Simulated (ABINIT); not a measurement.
An input for ABINIT 10.8.3 (KCl (Sylvite)):

```
acell 3*1.0 Angstrom
rprim 
  -0.000000000000 3.146470000000 3.146470000000
  3.146470000000 0.000000000000 3.146470000000
  3.146470000000 3.146470000000 -0.000000000000
ntypat 2
znucl 19 17
natom 2
typat 1 2
xred 
  0.000000000000 0.000000000000 0.000000000000
  0.500000000000 0.500000000000 0.500000000000
pp_dirpath "pseudos"
pseudos "K.upf, Cl.upf"
ecut 33
ngkpt 4 4 4
nshiftk 1
shiftk 0 0 0
kptopt 1
chksymbreak 0
irdden 1
istwfk *1
nband 392
prtvol 0
optdriver 6
gwr_task "HDIAGO"
paral_kgb 0
occopt 1
indata_prefix "in"
outdata_prefix "out"
tmpdata_prefix "tmp"
```

```sh
OMP_NUM_THREADS=1 mpirun -n 4 abinit run.abi > log
```

Question: How long will it take on 4 MPI ranks of Arm Neoverse V1, shared host, and how much memory?

It took 86 s; on shared hardware allow 43 s to 2.9 min. Peak host memory was 3.4 GiB.

[Paths, hosts, dates, memory and timing lines, banners, echoed tables and standing remarks are left out of the program output.]

[Logs are printed without paths, hosts, clocks, repeated set-up lines and the standing remarks that a program may print on its own settings, such as how far it seeks lower states.]

[Runs of the session that timed out or met a known fault of the program may be left out.]

[Hosts, paths, dates, database ids (printed as entryN), source tags and the programs' standing remarks are cut or masked in the printed files.]

[G0W0 gaps are taken among the corrected bands and points alone; a level outside them can change the order at an edge.]

[Where Ansatz stands beside ABINIT at settings called matched, ABINIT's density can come from a denser mesh and the files from another edition; pairs whose starting gaps differed by over 0.03 eV were left out, so agreement reads better than it is.]
